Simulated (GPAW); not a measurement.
# CdSe (Cadmoselite) (P6_3mc) in GPAW: settings compared

One crystal, CdSe (Cadmoselite), is run at these levels: LDA, PBE; tasks: single point.

Program: GPAW 26.7.0. These are calculated values, not measurements. Logs are shortened: lines on timing, memory, paths and dates and some standing lists are left out, and cuts for length are marked. The log counts tension as positive stress, the text compression.

**Measured values to compare with.**

A printed reference work, data compilation reports, for a bulk crystal of CdSe at 2 K: band gap 1.841 eV.

The runs below are set against these values where they give the same quantity.

**1. Starting point**

It takes space group P6_3mc (No. 186, hexagonal). The conventional cell has a = 4.300 Å, b = 4.300 Å, c = 7.020 Å, α = 90.00°, β = 90.00°, γ = 120.00°. Cd (site symmetry 3m) is surrounded by 4 Se at 2.61 to 2.70 Å. Se (site symmetry 3m) is surrounded by 4 Cd at 2.61 to 2.70 Å.

**2. Single point, LDA**

Contents of run.py:

```python
from ase import Atoms
from ase.dft.bandgap import bandgap
from ase.io import write
from ase.units import GPa
from gpaw import GPAW, PW

atoms = Atoms(['Cd', 'Cd', 'Se', 'Se'],
              cell=[[4.3, 0.0, 0.0],
                    [-2.15, 3.7239092363, 0.0],
                    [0.0, 0.0, 7.02]],
              scaled_positions=[[0.6666666667, 0.3333333333, 0.5],
                                [0.3333333333, 0.6666666667, 0.0],
                                [0.6666666667, 0.3333333333, 0.885],
                                [0.3333333333, 0.6666666667, 0.385]],
              pbc=True)

calc = GPAW(mode=PW(450),
            xc='LDA',
            kpts={'size': (6, 6, 3), 'gamma': True},
            occupations={'name': 'fermi-dirac', 'width': 0.05},
            nbands=31,
            maxiter=120,
            txt='gpaw.txt')
atoms.calc = calc
energy = atoms.get_potential_energy()
forces = atoms.get_forces()
stress = atoms.get_stress()
calc.write('gs.gpw')
write('result.traj', atoms)
print(f'Energy: {energy:.6f} eV')
print('Forces (eV/A):')
print(forces.round(4))
print('Stress (GPa):', (stress / GPa).round(3))
print('Fermi level:', round(calc.get_fermi_level(), 4), 'eV')
print(f'Gap: {bandgap(calc)[0]:.4f} eV, direct: {bandgap(calc, direct=True)[0]:.4f} eV')
```

Potentials or basis: the program's PAW data sets (release 1.2.1) made for this functional, pw.

Run with:

```bash
$ OMP_NUM_THREADS=1 python run.py
```

gpaw.txt:

```text
__  _  _
 | _ |_)|_||  |
 |__||  | ||/\| - 26.7.0

Input parameters:
  mode=PW(ecut=450.00000000000006),
  kpts=MonkhorstPack(size=(6, 6, 3), gamma=True),
  maxiter=120,
  nbands=31,
  occupations=Occupations(name='fermi-dirac', width=0.05),
  xc=XC(name='LDA')

Diagonalizing LCAO Hamiltonian
Converting LCAO to pw mode

            Se

        Se  Cd

        Cd

Atoms  # Å, Bohr magnetons
|   | symbol |         x |        y |        z |    initial magnetic moments |
|---|--------|-----------|----------|----------|-----------------------------|
| 0 |     Cd |  2.150000 | 1.241303 | 3.510000 | ( 0.0000,  0.0000,  0.0000) |
| 1 |     Cd | -0.000000 | 2.482606 | 0.000000 | ( 0.0000,  0.0000,  0.0000) |
| 2 |     Se |  2.150000 | 1.241303 | 6.212700 | ( 0.0000,  0.0000,  0.0000) |
| 3 |     Se | -0.000000 | 2.482606 | 2.702700 | ( 0.0000,  0.0000,  0.0000) |

Unit cell  # Å
| periodic |         x |        y |        z |  lengths |     angles |
|----------|-----------|----------|----------|----------|------------|
|      yes |  4.300000 | 0.000000 | 0.000000 | 4.300000 |  90.000000 |
|      yes | -2.150000 | 3.723909 | 0.000000 | 4.300000 |  90.000000 |
|      yes |  0.000000 | 0.000000 | 7.020000 | 7.020000 | 120.000000 |

Number of symmetries: 6
Symmetry operations  # r_c * U_cc + t_c -> r_c
|   | kind |            matrix            |
|---|------|------------------------------|
| 0 |  σ   |  1, 1, 0,  0,-1, 0,  0, 0, 1 |
| 1 |  E   |  1, 0, 0,  0, 1, 0,  0, 0, 1 |
| 2 |  C3  |  0, 1, 0, -1,-1, 0,  0, 0, 1 |
| 3 |  σ   |  0,-1, 0, -1, 0, 0,  0, 0, 1 |
| 4 |  σ   | -1, 0, 0,  1, 1, 0,  0, 0, 1 |
| 5 |  C3  | -1,-1, 0,  1, 0, 0,  0, 0, 1 |

BZ-sampling:
  Number of BZ points: 108
  Number of IBZ points: 17

  Monkhorst-Pack size: [6, 6, 3]
  Monkhorst-Pack shift: [0.08333333333333333, 0.08333333333333333, 0.0]

K-points  # in reciprocal-cell coordinates
|     |                                coordinates |     weight |
|-----|--------------------------------------------|------------|
|   0 | (  0.00000000,   0.00000000,   0.00000000) | 0.00925926 |
|   1 | (  0.00000000,   0.00000000,   0.33333333) | 0.01851852 |
|   2 | (  0.16666667,   0.00000000,  -0.33333333) | 0.05555556 |
|   3 | (  0.16666667,   0.00000000,   0.00000000) | 0.05555556 |
|   4 | (  0.16666667,   0.00000000,   0.33333333) | 0.05555556 |
|   5 | (  0.33333333,  -0.16666667,   0.00000000) | 0.05555556 |
|   6 | (  0.33333333,  -0.16666667,   0.33333333) | 0.11111111 |
|   7 | (  0.33333333,   0.00000000,  -0.33333333) | 0.05555556 |
|   8 | (  0.33333333,   0.00000000,   0.00000000) | 0.05555556 |
|   9 | (  0.33333333,   0.00000000,   0.33333333) | 0.05555556 |
| ... |                                            |            |
|  16 | (  0.50000000,   0.50000000,   0.33333333) | 0.05555556 |

Plane wave coefficients: 2448
Cutoff: 450.00000000000006 eV

Spin-components: 1 (collinear spins)
Bands:           31
Projectors:      22
Spin-degeneracy: 2
Datatype:        complex128

Parallelization:
  kpt:    1
  domain: 1
  band:   1

Density:
  Valence electrons: 36.0
  Components: 1
  Grid points: [24 24 35]
  Charge: 0.0  # |e|

Potential:
  Grid points: [24 24 35]

species:
  Cd:
    name:    Cadmium
    Z:       48.0
    valence: 12
    core:    36
    charge:  0.0  # [|e|]
    compensation charges:
      type: gauss
      rc: 0.38  # [Å]
      lmax: 2
    cutoffs:
      filter: 2.12  # [Å]
      core: 2.62  # [Å]
    projectors
    | kind |    occ | energy [eV] | rcut [Å] |
    |------|--------|-------------|----------|
    |   5s |  2.000 |      -5.950 |    1.191 |
    |   5p |  0.000 |      -1.328 |    1.228 |
    |   4d | 10.000 |     -11.904 |    1.164 |
    |    s |        |      21.261 |    1.191 |
    |    p |        |      25.883 |    1.228 |
    |    d |        |      15.307 |    1.164 |

    Using partial waves for Cd as LCAO basis

  Se:
    name:    Selenium
    Z:       34.0
    valence: 6
    core:    28
    charge:  0.0  # [|e|]
    compensation charges:
      type: gauss
      rc: 0.27  # [Å]
      lmax: 2
    cutoffs:
      filter: 1.77  # [Å]
      core: 2.67  # [Å]
    projectors
    | kind |    occ | energy [eV] | rcut [Å] |
    |------|--------|-------------|----------|
    |   4s |  2.000 |     -17.472 |    0.847 |
    |   4p |  4.000 |      -6.656 |    1.005 |
    |    s |        |       9.739 |    0.847 |
    |    p |        |      20.555 |    1.005 |
    |    d |        |       0.000 |    0.847 |

    Using partial waves for Se as LCAO basis

Reference energy: -436106.280585  # eV

eigensolver:
  PPCG
  Converge bands: occupied
  niter=2

density mixing:
  MSR1-Mixer
  Pratt-step length: 0.05
  Maximum mixing coefficient: 0.75
  Old densities: 10
  SVD Regularization: 0.005
  Good broyden scale: 1.0
  Trust region scale: 1.0
  Backstep threshold: 4.0
  History deletion threshold: 6.0
  Fourier metric: weight=20.0, sigma=0.015

occupation numbers:
  Fermi-Dirac:
    width: 0.0500  # eV

poisson solver:
  ecut: 3600.0000000000005  # eV

xc functional:
  name: None

convergence criteria:
- Maximum [total energy] change in last 3 cyles: 0.0005 eV / valence electron
- Maximum integral of absolute [dens]ity change: 0.0001 electrons / valence electron
- Maximum integral of absolute [eigenst]ate change: 4e-08 eV^2 / valence electron
maximum number of iterations: 120

SCF iterations
|iter     | |      energy | eigst |  dens |
|---------|-|-------------|-------|-------|
|iter:   1| |  -14.513243 | -0.61 |       |
|iter:   2| |  -14.366230 | -2.54 | -1.20 |
|iter:   3| |  -13.825439 | -1.56 | -1.25 |
|iter:   4| |  -13.814680 | -3.48 | -1.80 |
|iter:   5| |  -13.812392c| -3.81 | -2.28 |
|iter:   6| |  -13.812375c| -5.31 | -3.01 |
|iter:   7| |  -13.812376c| -6.60 | -3.61 |
|iter:   8| |  -13.812376c| -7.59c| -4.77c|

Converged in 8 steps
Energy contributions relative to reference atoms: (reference = -436106.280585)

Energy contributions:
  Kinetic:          31.793003
  Coulomb:         -28.865921
  Zero:              0.110107
  External:          0.000000
  Xc:              -16.849440
  Entropy:          -0.000250
  Spinorbit:         0.000000
  ----------------------------
  Free energy:     -13.812501
  Extrapolated:    -13.812376

dipole moment: (-0.000015, 0.000022, -18.458639)  # |e|*Ang

Fermi level: 3.557
Eigenvalues  # (at kpt = [0.000, 0.000, 0.000])
| band index |      eig [eV] | occ [0-2] |
|------------|---------------|-----------|
|          0 |        -9.359 |     2.000 |
|        ... |               |           |
|         10 |        -4.143 |     2.000 |
|         11 |        -3.867 |     2.000 |
|         12 |        -1.019 |     2.000 |
|         13 |         2.582 |     2.000 |
|         14 |         2.582 |     2.000 |
|         15 |         3.302 |     1.988 |
|         16 |         3.318 |     1.983 |
|         17 |         3.318 |     1.983 |
|         18 |         3.741 |     0.050 |
|         19 |         5.208 |     0.000 |
|         20 |         9.040 |     0.000 |
|         21 |         9.040 |     0.000 |
|         22 |         9.291 |     0.000 |
|         23 |        10.177 |     0.000 |
|         24 |        10.177 |     0.000 |
|         25 |        10.779 |     0.000 |
|        ... |               |           |
|         30 |        14.135 |     0.000 |

Gap: 0.422 eV
Transition (v -> c):
  (s=0, k=0, n=17, [0.00, 0.00, 0.00]) -> (s=0, k=0, n=18, [0.00, 0.00, 0.00])
No difference between direct/indirect transitions

Forces  # eV/Ang
|        x |       y |        z |
|----------|---------|----------|
| -0.00000 | 0.00000 |  0.25237 |  # Cd   0
|  0.00000 | 0.00000 |  0.25260 |  # Cd   1
|  0.00000 | 0.00000 | -0.25250 |  # Se   2
|  0.00000 | 0.00000 | -0.25259 |  # Se   3

Stress tensor  # eV/Ang^3
|        x |         y |         z |
|----------|-----------|-----------|
| 0.014288 |  0.000000 |  0.000000 |
| 0.000000 |  0.014288 | -0.000000 |
| 0.000000 | -0.000000 |  0.024001 |

# Writing to gs.gpw (mode='')
```

Run time: 40 s. Hardware: 1 thread of AMD EPYC, shared host; peak memory 0.18 GiB.

Results:

- Free energy: -13.8125 eV
- Pressure: -2.8 GPa
- Largest force: 0.253 eV/Å
- Band gap on the k mesh: 0.42 eV, direct

Forces in eV/Å, atoms in the order of the input:
```
Cd   0.000  0.000  0.252
Cd   0.000  0.000  0.253
Se   0.000  0.000 -0.253
Se   0.000  0.000 -0.253
```

Caveat: the cutoff is short for stress and forces, so pressures can be off by a GPa or more.

**3. Single point, PBE**

Changes to run.py since step 2:

```diff
@@ -16,4 +16,4 @@
 
-calc = GPAW(mode=PW(450),
-            xc='LDA',
+calc = GPAW(mode=PW(500),
+            xc='PBE',
             kpts={'size': (6, 6, 3), 'gamma': True},
```

Potentials or basis: GPAW PAW data sets (gpaw-data 1.2.1), pw.

Run with:

```bash
$ OMP_NUM_THREADS=1 python run.py
```

gpaw.txt:

```text
__  _  _
 | _ |_)|_||  |
 |__||  | ||/\| - 26.7.0

Input parameters:
  mode=PW(ecut=500.0),
  kpts=MonkhorstPack(size=(6, 6, 3), gamma=True),
  maxiter=120,
  nbands=31,
  occupations=Occupations(name='fermi-dirac', width=0.05),
  xc=XC(name='PBE')

Diagonalizing LCAO Hamiltonian
Converting LCAO to pw mode

            Se

        Se  Cd

        Cd

Atoms  # Å, Bohr magnetons
|   | symbol |         x |        y |        z |    initial magnetic moments |
|---|--------|-----------|----------|----------|-----------------------------|
| 0 |     Cd |  2.150000 | 1.241303 | 3.510000 | ( 0.0000,  0.0000,  0.0000) |
| 1 |     Cd | -0.000000 | 2.482606 | 0.000000 | ( 0.0000,  0.0000,  0.0000) |
| 2 |     Se |  2.150000 | 1.241303 | 6.212700 | ( 0.0000,  0.0000,  0.0000) |
| 3 |     Se | -0.000000 | 2.482606 | 2.702700 | ( 0.0000,  0.0000,  0.0000) |

Unit cell  # Å
| periodic |         x |        y |        z |  lengths |     angles |
[... 166 lines left out ...]
  Zero:              0.093302
  External:          0.000000
  Xc:              -15.534638
  Entropy:          -0.000025
  Spinorbit:         0.000000
  ----------------------------
  Free energy:     -11.289913
  Extrapolated:    -11.289900

dipole moment: (0.000005, 0.000010, -18.329456)  # |e|*Ang

Fermi level: 4.007
Eigenvalues  # (at kpt = [0.000, 0.000, 0.000])
| band index |      eig [eV] | occ [0-2] |
|------------|---------------|-----------|
|          0 |        -8.965 |     2.000 |
|        ... |               |           |
|         10 |        -3.835 |     2.000 |
|         11 |        -3.553 |     2.000 |
|         12 |        -0.618 |     2.000 |
|         13 |         2.908 |     2.000 |
|         14 |         2.908 |     2.000 |
|         15 |         3.619 |     1.999 |
[... 8 lines left out ...]
|         24 |        10.605 |     0.000 |
|         25 |        11.333 |     0.000 |
|        ... |               |           |
|         30 |        14.641 |     0.000 |

Gap: 0.696 eV
Transition (v -> c):
  (s=0, k=0, n=17, [0.00, 0.00, 0.00]) -> (s=0, k=0, n=18, [0.00, 0.00, 0.00])
No difference between direct/indirect transitions

Forces  # eV/Ang
|        x |       y |        z |
|----------|---------|----------|
| -0.00000 | 0.00000 |  0.28164 |  # Cd   0
|  0.00000 | 0.00000 |  0.28211 |  # Cd   1
| -0.00000 | 0.00000 | -0.28175 |  # Se   2
|  0.00000 | 0.00000 | -0.28202 |  # Se   3

Stress tensor  # eV/Ang^3
|         x |         y |         z |
|-----------|-----------|-----------|
| -0.019996 | -0.000000 |  0.000000 |
|  0.000000 | -0.019996 |  0.000000 |
|  0.000000 |  0.000000 | -0.007538 |

# Writing to gs.gpw (mode='')
```

stdout:

```text
Energy: -11.289900 eV
Forces (eV/A):
[[-0.      0.      0.2816]
 [ 0.      0.      0.2821]
 [-0.      0.     -0.2818]
 [ 0.      0.     -0.282 ]]
Stress (GPa): [-3.204 -3.204 -1.208  0.     0.    -0.   ]
Fermi level: 4.007 eV
Gap: 0.6956 eV, direct: 0.6956 eV
```

Run time: 31 s. Hardware: 1 thread of Arm Neoverse V1, shared host; peak memory 0.19 GiB.

Results:

| Quantity | Value |
| --- | --- |
| Free energy | -11.2899 eV |
| Pressure | 2.5 GPa |
| Largest force | 0.282 eV/Å |
| Band gap on the k mesh | 0.70 eV, direct |

Forces in eV/Å, atoms in the order of the input:
```
Cd   0.000  0.000  0.282
Cd   0.000  0.000  0.282
Se   0.000  0.000 -0.282
Se   0.000  0.000 -0.282
```

Caveat: the cutoff is short for stress and forces, so pressures can be off by a GPa or more.

**4. For comparison**

An earlier run on the cell as given: functional PBEsol; potentials or basis PAW data sets generated in the run's folder for this functional; cutoff 600 eV; basis pw; k mesh 7 × 7 × 4; occupations fermi-dirac, width 0.05 eV; no spin polarisation.

- Pressure: 0.0 GPa
- Largest force: 0.266 eV/Å
- Band gap on the k mesh: 0.57 eV, direct

**5. Summary**

```csv
level,potentials or basis,k mesh,cutoff (eV),maxiter,convergence,gap on the mesh (eV),pressure (GPa),largest force (eV/Å)
LDA,"the program's PAW data sets (release 1.2.1) made for this functional, pw",6 × 6 × 3,450,120,default,0.42,-2.8,0.25
PBE,"GPAW PAW data sets (gpaw-data 1.2.1), pw",6 × 6 × 3,500,120,default,0.70,2.5,0.28
PBEsol,"PAW data sets generated in the run's folder for this functional, pw",7 × 7 × 4,600,150,-,0.57,0.0,0.27
```

Alike in all rows: task single point; no spin polarisation; cell as given; smearing fermi-dirac 0.05 eV.

Caveats: the cutoff is short for stress and forces, so pressures can be off by a GPa or more (some runs).

Total energies depend on the potentials used, so only differences within one code and one set of settings carry meaning.

**6. Comparison with measurements**

Step 2. A measured gap of CdSe is 1.841 eV (2 K; a printed reference work, data compilation); the calculated 0.42 eV misses it by -1.42 eV. So large a miss can be the level of theory's own, or it may mean another phase, state or a wrong row. Spin-orbit coupling on Cd, Se is left out. The value is that of LDA, without temperature or zero-point motion. Semilocal functionals fall short of measured gaps as a rule.

Step 3. A measured gap of CdSe is 1.841 eV (2 K; a printed reference work, data compilation); the calculated 0.70 eV misses it by -1.15 eV. So large a miss can be the level of theory's own, or it may mean another phase, state or a wrong row. Spin-orbit coupling on Cd, Se is left out. The value is that of PBE, without temperature or zero-point motion. Semilocal functionals fall short of measured gaps as a rule.
